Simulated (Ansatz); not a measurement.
Runs of Ansatz 0.2.0 on Ru. Symmetry: P6_3/mmc, No. 194, hexagonal system. Conventional cell: a = 2.706 Å, b = 2.706 Å, c = 4.282 Å, α = 90.00°, β = 90.00°, γ = 120.00°. Ru (site symmetry -6m2) is surrounded by 12 Ru at 2.65 to 2.71 Å. 

| task | level | spin | cell | k mesh | cutoff (eV) | smearing | points for each segment of the path | gap on the mesh (eV) | pressure (GPa) | relaxed volume (Å³/atom) |
| --- | --- | --- | --- | --- | --- | --- | --- | --- | --- | --- |
| band structure | r2SCAN | off | as given | 11 × 11 × 6 | 500 | fermi-dirac 0.05 eV | 14 | none | (c) | - |
| band structure | revPBE | off | as given | 11 × 11 × 6 | 420 | fermi-dirac 0.05 eV | 14 | none | 7.8 | - |
| relaxation of cell and atoms | RPBE | off | relaxed | 11 × 11 × 6 | 420 | fermi-dirac 0.05 eV | - | - | 0.0 | (b) |
| single point | PBE | off | as given | 11 × 11 × 6 | 420 | gaussian 0.011 eV | - | none | 4.5 | - |
| band structure | PBE | off | as given | 11 × 11 × 6 | 420 | fermi-dirac 0.05 eV | 14 | none | 4.6 | - |
| relaxation of cell and atoms | PBE | off | relaxed | 11 × 11 × 6 | 420 | fermi-dirac 0.05 eV | - | - | 0.0 | 13.77 |
| band structure | PBE | SOC, no magnetisation | as given | 8 × 8 × 5 | 420 | fermi-dirac 0.05 eV | 14 | none | (a) | - |
| band structure | PBEsol | SOC, no magnetisation | as given | 8 × 8 × 5 | 420 | fermi-dirac 0.05 eV | 14 | none | -6.6 | - |

Alike in all rows: potentials or basis Ansatz PAW.

Fill in the values left out.

(a) 4.2; (b) 13.97; (c) -2.0.

Caveats: the PAW data sets come from PBE, with cores solved anew for the run's functional, which leaves a small shift of forces and pressure (some runs); the plane-wave basis is chosen anew once the cell has moved, so the energies of steps on either side of that aren't comparable (some runs).

A k mesh can miss the band edges, and rows without SOC leave out spin-orbit coupling on Ru.

A gap of «none» marks a metal or a gap under the smearing width.
